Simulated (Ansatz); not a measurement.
# Pt (Pt, beta-Sn type): the cost of one run

Program: Ansatz 0.2.0. Level of theory: DFT revPBE, plane waves (420 eV) with PAW, scalar-relativistic; PAW files made under PBE, frozen cores solved again for the functional. These are calculated values, not measurements.

## 1. The structure to begin with

The structure is tetragonal, space group I4_1/amd (No. 141). The conventional cell has a = 4.879 Å, b = 4.879 Å, c = 2.664 Å, α = 90.00°, β = 90.00°, γ = 90.00°. Pt (site symmetry -4m2) is surrounded by 6 Pt at 2.53 to 2.66 Å.

Structure file:

```
CELL_PARAMETERS angstrom
-2.43930 2.43930 1.33186
2.43930 -2.43930 1.33186
2.43930 2.43930 -1.33186
ATOMIC_POSITIONS crystal
Pt 0.00000 0.00000 0.00000
Pt 0.75000 0.25000 0.50000
```

## 2. Relaxing cell and atoms

Contents of input.yaml:

```yaml
crystal:
  lattice:
    - [-2.4392984224, 2.4392984224, 1.3318569387]
    - [2.4392984224, -2.4392984224, 1.3318569387]
    - [2.4392984224, 2.4392984224, -1.3318569387]
  atoms:
    - { symbol: Pt, position: [0.0, 0.0, 0.0] }
    - { symbol: Pt, position: [0.75, 0.25, 0.5] }
hamiltonian:
  xc: revpbe
  pseudopotentials:
    kind: paw
    azcp:
      Pt: "pseudopotentials/Pt.paw.azcp"
basis:
  ecutwfc: 420
  fft_grid_basis: typed
kpoints:
  mp_grid: { grid: [13, 13, 9], shift: [0, 0, 0] }
magnetization:
  spin_polarized: false
scf:
  occupations: { method: fermi_dirac, width: 0.1 }
relax:
  max_steps: 60
  f_tol: 0.01
  cell: {}
output:
  write_density: true
  write_potential: true
  elf: true
  volumetric_format: npy
```

Q: Estimate wall time and peak memory on 2 threads of Arm Neoverse V1, shared host.

About 2.3 min, with a peak of 0.53 GiB.
